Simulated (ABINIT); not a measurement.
BP, 2 atoms in the cell. It takes space group F-43m (No. 216, cubic). The conventional cell has a = 4.538 Å, b = 4.538 Å, c = 4.538 Å, α = 90.00°, β = 90.00°, γ = 90.00°. Around P (site symmetry -43m) lie 4 B at 1.97 Å. B (site symmetry -43m) is surrounded by 4 P at 1.97 Å. 

- Program: ABINIT 10.8.3 (patched build)
- Task: dielectric tensor
- Functional: LDA
- Potentials or basis: PseudoDojo NC SR LDA v0.4.1 standard
- Cutoff: 925 eV
- k mesh: 6 × 6 × 6, with 4 shifts
- Occupations: fixed
- Spin: no spin polarisation
- Stop of the response cycle (tolvrs): 1e-08
- Acoustic sum rule (asr): 1

Potentials or basis: PseudoDojo NC SR LDA v0.4.1 standard.

Command:

```bash
$ abinit run.abi > log 2>&1
$ mrgddb < mrgddb.in > mrgddb.log 2>&1
$ anaddb anaddb.abi > anaddb.log 2>&1
```

Hardware: 1 thread of Arm Neoverse V1 (shared host).

**Question.** How long does it take, and how much memory?

**Answer.** It took 4.5 min on 1 thread of Arm Neoverse V1 (shared host), peak memory 0.19 GiB. Counts: scf iterations 54, mpi ranks 1, k points 28, bands 4, plane waves 1501.
